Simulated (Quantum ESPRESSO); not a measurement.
# GaN/AlN(110) interfaces, stepped through the in-plane cubic lattice constant, part 2 of 10

Wanted: a table for GaN/AlN(110) interfaces against the in-plane cubic lattice constant, and what can be fitted to it.

Quantum ESPRESSO 7.5; plane-wave DFT, LDA, GBRV ultrasoft pseudopotentials.

So far. Step 2 (Relaxing cell and ions, 4.261 Å):  The last row is no step: it is a fresh SCF in the final cell with a new plane-wave basis, +0 meV from the row before.

### 3. SCF with pw.x, 4.261 Å

A bulk run at that cell gives the reference energy and levels.

m0.first.bulk.in

```
&control
  prefix = 'm0.first.bulk'
  outdir = './out'
  pseudo_dir = './pseudo'
  calculation = 'scf'
  tprnfor = .true.
/
&system
  ibrav = 0
  nat = 4
  ntyp = 2
  ecutwfc = 40
  ecutrho = 200
  occupations = 'smearing'
  smearing = 'fd'
  degauss = 0.002
  nbnd = 28
/
&electrons
  conv_thr = 1e-09
  mixing_beta = 0.4
  electron_maxstep = 120
/
ATOMIC_SPECIES
  Ga  69.7230  ga_lda_v1.4.uspp.F.UPF
  N   14.0070  n_lda_v1.2.uspp.F.UPF
CELL_PARAMETERS angstrom
  4.26100000000000 0.00000000000000 0.00000000000000
  0.00000000000000 3.01298199500000 0.00000000000000
  0.00000000000000 0.00000000000000 3.25080121700000
ATOMIC_POSITIONS crystal
  Ga  -0.007481059800 0.000000000000 0.000000000000
  N   0.257481443900 0.500000000000 0.000000000000
  Ga  0.492518151100 0.500000000000 0.500000000000
  N   0.757481464800 0.000000000000 0.500000000000
K_POINTS automatic
  6 8 8 0 0 0
```

Command:

```console
$ OMP_NUM_THREADS=1 mpirun -n 4 pw.x -nk 4 -in m0.first.bulk.in > m0.first.bulk.out
```

The program printed:

```text
[banner, memory and clock lines left out]
Program PWSCF v.7.5 starts
[citation notice left out]

[...]
Message from routine setup:
[...]
bravais-lattice index     =            0
     lattice parameter (alat)  =       8.0521  a.u.
     unit-cell volume          =     281.6405 (a.u.)^3
     number of atoms/cell      =            4
     number of atomic types    =            2
     number of electrons       =        48.00
     number of Kohn-Sham states=           28
     kinetic-energy cutoff     =      40.0000  Ry
     charge density cutoff     =     200.0000  Ry
     scf convergence threshold =      1.0E-09
     mixing beta               =       0.4000
     number of iterations used =            8  plain     mixing
     Exchange-correlation= SLA  PZ   NOGX NOGC
                           (   1   1   0   0   0   0   0)

[...]
PseudoPot. # 1 for Ga read from file:
     ./pseudo/ga_lda_v1.4.uspp.F.UPF
     Pseudo is Ultrasoft + core correction, Zval = 19.0
     Generated by new atomic code, or converted to UPF format
     Using radial grid of  871 points,  6 beta functions with:
                l(1) =   0
                l(2) =   0
                l(3) =   1
                l(4) =   1
                l(5) =   2
                l(6) =   2
     Q(r) pseudized with  8 coefficients,  rinner =    1.250   1.250   1.250
                                                       1.250   1.250

     PseudoPot. # 2 for N  read from file:
     ./pseudo/n_lda_v1.2.uspp.F.UPF
     Pseudo is Ultrasoft + core correction, Zval =  5.0
     Generated by new atomic code, or converted to UPF format
     Using radial grid of  729 points,  4 beta functions with:
                l(1) =   0
                l(2) =   0
                l(3) =   1
                l(4) =   1
     Q(r) pseudized with  8 coefficients,  rinner =    0.900   0.900   0.900

     atomic species   valence    mass     pseudopotential
     Ga               19.00    69.72300     Ga( 1.00)
     N                 5.00    14.00700     N ( 1.00)

      4 Sym. Ops. (no inversion) found

[...]
number of k points=   100  Fermi-Dirac smearing, width (Ry)=  0.0020

     Number of k-points >= 100: set verbosity='high' to print them.

     Dense  grid:    13451 G-vectors     FFT dimensions: (  40,  25,  27)

     Smooth grid:     9647 G-vectors     FFT dimensions: (  36,  24,  25)

     Check: negative core charge=   -0.000002

     Initial potential from superposition of free atoms

     starting charge      46.0000, renormalised to      48.0000
     Starting wfcs are   32 randomized atomic wfcs

     per-process dynamical memory:    29.6 Mb

     Self-consistent Calculation

     iteration #  1     ecut=    40.00 Ry     beta= 0.40
     Davidson diagonalization with overlap
     ethr =  1.00E-02,  avg # of iterations =  2.5

     total energy              =    -866.86046535 Ry
     estimated scf accuracy    <      10.26526025 Ry

     iteration #  2     ecut=    40.00 Ry     beta= 0.40
[...]
total energy              =    -870.34302254 Ry
     estimated scf accuracy    <       0.78589974 Ry

     iteration #  3     ecut=    40.00 Ry     beta= 0.40
[...]
total energy              =    -870.40039078 Ry
     estimated scf accuracy    <       0.06629136 Ry

     iteration #  4     ecut=    40.00 Ry     beta= 0.40
[...]
total energy              =    -870.40754084 Ry
     estimated scf accuracy    <       0.00602508 Ry

     iteration #  5     ecut=    40.00 Ry     beta= 0.40
[...]
total energy              =    -870.40749128 Ry
     estimated scf accuracy    <       0.00275151 Ry

     iteration #  6     ecut=    40.00 Ry     beta= 0.40
[...]
total energy              =    -870.40832491 Ry
     estimated scf accuracy    <       0.00006989 Ry

     iteration #  7     ecut=    40.00 Ry     beta= 0.40
[...]
total energy              =    -870.40834899 Ry
     estimated scf accuracy    <       0.00000829 Ry

     iteration #  8     ecut=    40.00 Ry     beta= 0.40
[...]
total energy              =    -870.40835137 Ry
     estimated scf accuracy    <       0.00000068 Ry

     iteration #  9     ecut=    40.00 Ry     beta= 0.40
[...]
total energy              =    -870.40835154 Ry
     estimated scf accuracy    <       0.00000003 Ry

     iteration # 10     ecut=    40.00 Ry     beta= 0.40
[...]
total energy              =    -870.40835155 Ry
     estimated scf accuracy    <          2.3E-09 Ry

     iteration # 11     ecut=    40.00 Ry     beta= 0.40
[...]
End of self-consistent calculation

     Number of k-points >= 100: set verbosity='high' to print the bands.

     the Fermi energy is    12.8765 ev

!    total energy              =    -870.40835155 Ry
     estimated scf accuracy    <          6.7E-11 Ry
     smearing contrib. (-TS)   =      -0.00000000 Ry
     internal energy E=F+TS    =    -870.40835155 Ry

     The total energy is F=E-TS. E is the sum of the following terms:
     one-electron contribution =    -651.01810607 Ry
     hartree contribution      =     352.87856330 Ry
     xc contribution           =    -106.68202893 Ry
     ewald contribution        =    -465.58677985 Ry

     convergence has been achieved in  11 iterations

     Forces acting on atoms (cartesian axes, Ry/au):

     atom    1 type  1   force =    -0.00005361    0.00000000    0.00000000
     atom    2 type  2   force =     0.00004230    0.00000000    0.00000000
     atom    3 type  1   force =    -0.00003130    0.00000000    0.00000000
     atom    4 type  2   force =     0.00004262    0.00000000    0.00000000

     Total force =     0.000086     Total SCF correction =     0.000069
     SCF correction compared to forces is large: reduce conv_thr to get better values

[...]
```

Wall time 14 s (4 MPI ranks of Intel Xeon at 2.70GHz, shared host); peak memory 0.32 GiB; 55 s of CPU time.

Read from the output:

| Quantity | Value |
| --- | --- |
| free energy | -11842.5089 eV |
| Fermi energy | 12.88 eV |
| valence top, on the run's zero | 12.30 eV |
| conduction bottom, on the run's zero | 14.27 eV |
| gap by band count | 1.973 eV |

### 4. Electrostatic potential, 4.261 Å

plot_num = 11 writes the bare and Hartree potential, from which vacuum levels or, in a crystal, the mean potential are read.

m0.first.bulk.pot.in

```
&inputpp
  prefix = 'm0.first.bulk'
  outdir = './out'
  filplot = 'm0.first.bulk.pot.dat'
  plot_num = 11
/
```

Command:

```console
$ OMP_NUM_THREADS=1 mpirun -n 4 pp.x -in m0.first.bulk.pot.in > m0.first.bulk.pot.out
```

The program printed:

```text
[banner, memory and clock lines left out]
Program POST-PROC v.7.5 starts

          URL

     ./out/m0.first.bulk.save/

     IMPORTANT: XC functional enforced from input :
     Exchange-correlation= PZ
                           (   1   1   0   0   0   0   0)
     Any further DFT definition will be discarded
     Please, verify this is what you really want

     Check: negative core charge=   -0.000002

     Calling punch_plot, plot_num =  11
     Writing data to file  m0.first.bulk.pot.dat
     Message from routine chdens:
     namelist plot not found or invalid, exiting
```

The job ended after 1.7 s (4 MPI ranks; peak memory 0.09 GiB; 3.7 s of CPU time).

Electrostatic potential energy of an electron; zero at the highest filled level of the SCF mesh. Potential energy, planar mean against z:

z (Å), potential energy, planar mean (eV) and a bar from the least value:
```
     0.00      -12.9 
     0.12      -12.2 ##
     0.24      -10.3 #######
     0.36       -7.8 ##############
     0.48       -5.2 #####################
     0.60       -3.2 ##########################
     0.72       -2.0 #############################
     0.84       -1.7 ##############################
     0.96       -2.5 ############################
     1.08       -4.1 ########################
     1.20       -6.5 #################
     1.32       -9.1 ##########
     1.44      -11.4 ####
     1.57      -12.7 
     1.69      -12.7 
     1.81      -11.4 ####
     1.93       -9.1 ##########
     2.05       -6.5 #################
     2.17       -4.1 ########################
     2.29       -2.5 ############################
     2.41       -1.7 ##############################
     2.53       -2.0 #############################
     2.65       -3.2 ##########################
     2.77       -5.2 #####################
     2.89       -7.8 ##############
     3.01      -10.3 #######
     3.13      -12.2 ##
```

(Part 2 of 10 ends here.)

[Logs are printed without paths, hosts, clocks, repeated set-up lines and the standing remarks that a program may print on its own settings, such as how far it seeks lower states.]

[Hosts, paths, dates, database ids (printed as entryN), source tags and the programs' standing remarks are cut or masked in the printed files.]

[Maps of the electrostatic potential energy from Ansatz leave out the sawtooth potential of an applied field or a dipole correction, so their vacuum need not be flat; planar profiles and work functions include it.]
